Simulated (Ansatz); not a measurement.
# Sb: levels along high-symmetry lines

```
Sb
1.0
    -1.50500    1.50500    2.48000
     1.50500   -1.50500    2.48000
     1.50500    1.50500   -2.48000
Sb
1
Direct
  0.00000 0.00000 0.00000
```

The geometry is COD entry 9013010, unchecked; take it as a test cell.

Spin–orbit coupling is left out, though it moves levels of the heavy atoms by tenths of an eV or more.

All numbers below come from DFT, PBE, all-electron LAPW, scalar-relativistic (Ansatz 0.2.0).

The runs use a Γ-centred 19×19×19 k mesh, Fermi–Dirac smearing of 0.05 eV, basis error target 0.25 meV/atom, no spin polarisation.

Points in fractions of the reciprocal vectors of this cell: Γ (0, 0, 0), X (0, 0, 0.5), P (0.25, 0.25, 0.25), N (0, 0.5, 0), M (0.5, 0.5, -0.5), S (0.342, 0.658, -0.342), S0 (-0.342, 0.342, 0.342). The path joins them by straight lines in the order Γ–X–P–N–Γ–M–S–S0–Γ; legs that retrace an earlier one aren't tabulated. Energies are in eV from the Fermi level.

**Question.** List the levels at X between -20 and 4 eV.

**Answer.** -6.58, -5.52, -0.91, 0.44, 3.63.

**Question.** List the levels at S0 between -20 and 4 eV.

**Answer.** -8.39, -4.96, -4.76, 3.71.

**Question.** List the levels at M between -20 and 4 eV.

**Answer.** -9.25, -6.81, 1.94 (×2).

**Question.** What is the band gap?

**Answer.** none: with an odd electron count and no spin polarisation the bands can't all be full, a metal in this set-up (spin order or a larger cell could open a gap).
